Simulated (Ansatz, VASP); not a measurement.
**Two plane-wave programs on TiAl3**

File INCAR:

```
SYSTEM = TiAl3
ALGO = Normal ; EDIFF = 1E-7
ENCUT = 520 ; GGA = PS
ISIF = 2 ; ISMEAR = -1
LASPH = .True. ; LCHARG = .False.
LREAL = .False. ; LWAVE = .False.
NBANDS = 18 ; NELM = 80
PREC = Accurate ; SIGMA = 0.05
```

File KPOINTS:

```
k-points
0
Gamma
  9 6 6
  0 0 0
```

Contents of POSCAR:

```
TiAl3
1.0
    2.8953710807      0.0000000000      0.0000000000
    0.0000000000      4.7730767995      0.0000000000
    0.0000000000      0.0000000000      4.9968593826
Ti Al
1 3
Direct
    0.0000000000      0.5000000000      0.1659160000
    0.0000000000      0.0000000000      0.8359000000
    0.5000000000      0.0000000000      0.3309120000
    0.5000000000      0.5000000000      0.6672710000
```

input.yaml

```yaml
crystal:
  lattice:
    - [2.8953710807, 0.0, 0.0]
    - [0.0, 4.7730767995, 0.0]
    - [0.0, 0.0, 4.9968593826]
  atoms:
    - { symbol: Ti, position: [0.0, 0.5, 0.165916] }
    - { symbol: Al, position: [0.0, 0.0, 0.8359] }
    - { symbol: Al, position: [0.5, 0.0, 0.330912] }
    - { symbol: Al, position: [0.5, 0.5, 0.667271] }
hamiltonian:
  xc: pbesol
  pseudopotentials: { kind: paw }
kpoints:
  mp_grid: { grid: [9, 6, 6] }
scf:
  occupations: { method: fermi_dirac, width: 0.05 }
output:
  forces: true
  stress: true
  eigenvalues: true
```

Change from the starting cell: volume scaled by 1.06.

Alike in both runs: task single point; functional PBEsol; k mesh 9 × 6 × 6; occupations fermi-dirac, width 0.05 eV; no spin polarisation.

|  | VASP | Ansatz |
| --- | --- | --- |
| version | VASP 6.6.1 | Ansatz 0.2.0 |
| potentials or method | VASP PAW PBE potentials, release 64 (Ti_sv, Al) | Ansatz PAW |
| plane-wave cutoff (eV) | 520 | 420 |
| valence electrons in the cell | 21 | 21 |

Ansatz gave:

```
gap on the k mesh at the Fermi level (eV)       : none
pressure (GPa)                                  : -7.3
largest component of the traceless stress (GPa) : 1.85
rms of the force components (eV/Å)              : 0.028
```

Task: What did VASP give for the same quantities?

Result: gap on the k mesh at the Fermi level (eV): none; pressure (GPa): -7.2; largest component of the traceless stress (GPa): 1.85; rms of the force components (eV/Å): 0.027.

Atom by atom the forces differ by 0.001 eV/Å (rms over components). A gap of «none» marks a metal or a gap that the smearing closes.

Caveats: the PAW data sets were made with another functional, which shifts forces and pressure a little (VASP); the PAW data sets come from PBE, with cores solved anew for the run's functional, which leaves a small shift of forces and pressure (Ansatz).
